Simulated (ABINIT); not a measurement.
**BaTiO3: relaxation of cell and atoms with LDA**

Crystal: BaTiO3.

```
CELL_PARAMETERS angstrom
3.99980 0.00000 0.00000
0.00000 3.99980 0.00000
0.00000 0.00000 4.01800
ATOMIC_POSITIONS crystal
Ba 0.00000 0.00000 0.00000
Ti 0.50000 0.50000 0.49000
O 0.00000 0.50000 0.51700
O 0.50000 0.00000 0.51700
O 0.50000 0.50000 0.01900
```

```json
{
 "Program": "ABINIT 10.8.3 (patched build)",
 "Task": "relaxation of cell and atoms",
 "Functional": "LDA",
 "Potentials or basis": "JTH PAW LDA v2.0",
 "Cutoff": "626 eV",
 "k mesh": "7 × 7 × 7",
 "Occupations": "fermi-dirac, width 0.05 eV",
 "Spin": "no spin polarisation",
 "Cell freedom (optcell)": "2",
 "Cutoff smearing ecutsm (Ha)": "0.5",
 "Optimiser (ionmov)": "22",
 "Force stop (Ha/bohr)": "5e-05",
 "Fine-grid cutoff": "1224.51 eV"
}
```

```yaml
Relaxed_volume: 12.38 Å³/atom
Relaxed_cell: a = 3.936 Å, b = 3.936 Å, c = 3.997 Å, α = 90.00°, β = 90.00°, γ = 90.00°
Space_group_after_relaxing_to_0.05_Å: P4mm (No. 99)
Energy_gained_by_relaxing: 12.8 meV/atom
Ionic_steps: 9
Pressure_after_relaxing: 0.0 GPa
Band_gap_on_the_k_mesh: 1.90 eV, indirect (least direct gap 2.11 eV)
```

Step by step:
```tsv
step	energy change (eV)	largest force (eV/Å)	pressure (GPa)	volume (Å³)
1	0.0000	0.4243	-7.19	64.28
2	-0.0490	0.2459	-3.39	62.88
3	-0.0631	0.0211	0.30	61.72
4	-0.0634	0.0123	0.08	61.78
5	-0.0638	0.0200	-0.05	61.85
6	-0.0639	0.0138	-0.07	61.89
7	-0.0640	0.0230	0.01	61.90
8	-0.0640	0.0121	0.00	61.92
9	-0.0640	0.0004	0.00	61.91
```

Final structure:
```
Ba Ti O
1.0
     3.93570    0.00000    0.00000
     0.00000    3.93570    0.00000
     0.00000    0.00000    3.99675
Ba Ti O
1 1 3
Cartesian
  0.0000 0.0000 0.0025
  1.9678 1.9678 1.9447
  0.0000 1.9678 2.0612
  1.9678 0.0000 2.0612
  1.9678 1.9678 0.0974
```

Levels at points of the mesh, in eV from the valence-band top:
| k point | band 18 | band 19 | band 20 | band 21 | band 22 | band 23 |
| --- | --- | --- | --- | --- | --- | --- |
| (0.00, 0.00, 0.00) | -0.25 | -0.21 | -0.21 | 1.90 | 2.20 | 2.20 |

Wall time 12 min on 1 thread of Arm Neoverse V2 (shared host), peak memory 0.18 GiB.

Caveat: this set's barium file shifts pressures by 1.5 GPa and gaps by 0.1 eV against other sets; spin-orbit coupling is left out, which moves the levels of the heavy elements; an odd mesh through Γ misses points on the zone boundary, where band edges often lie; the atomic spheres overlap.
